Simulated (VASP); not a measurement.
A run of VASP 6.6.1 is set up as follows.

Contents of INCAR:

```
SYSTEM = MoS2
PREC = Accurate
ENCUT = 600
EDIFF = 1E-6
ISMEAR = 0
SIGMA = 0.03
LREAL = .False.
LASPH = .True.
NELM = 80
ALGO = Normal
ISIF = 3
LWAVE = .False.
LCHARG = .False.
GGA = PE
IVDW = 12
IBRION = 2
NSW = 90
EDIFFG = -0.01
LATTICE_CONSTRAINTS = .TRUE. .TRUE. .FALSE.
KPAR = 8
```

Contents of KPOINTS:

```
regular mesh
0
Gamma
  12 12 1
  0 0 0
```

The input POSCAR:

```
MoS2
1.0
    3.1690000000      0.0000000000      0.0000000000
   -1.5845000000      2.7444345000      0.0000000000
    0.0000000000      0.0000000000     21.1302960000
S Mo
2 1
Direct
    0.3333333300      0.6666666700      0.4259287200
    0.3333333300      0.6666666700      0.5740712800
    0.6666666700      0.3333333300      0.5000000000
```

Potentials or basis: VASP PAW PBE potentials, release 64 (S, Mo_sv).

Run with:

```sh
$ cat potpaw_PBE.64/S/POTCAR potpaw_PBE.64/Mo_sv/POTCAR > POTCAR
$ mpirun -np 8 vasp_std > vasp.out
```

(1) What does it give for the dispersion energy per atom?

(2) Predict the relaxed volume.

Answers

(1) -0.320 eV.

(2) 60.65 Å³/atom.
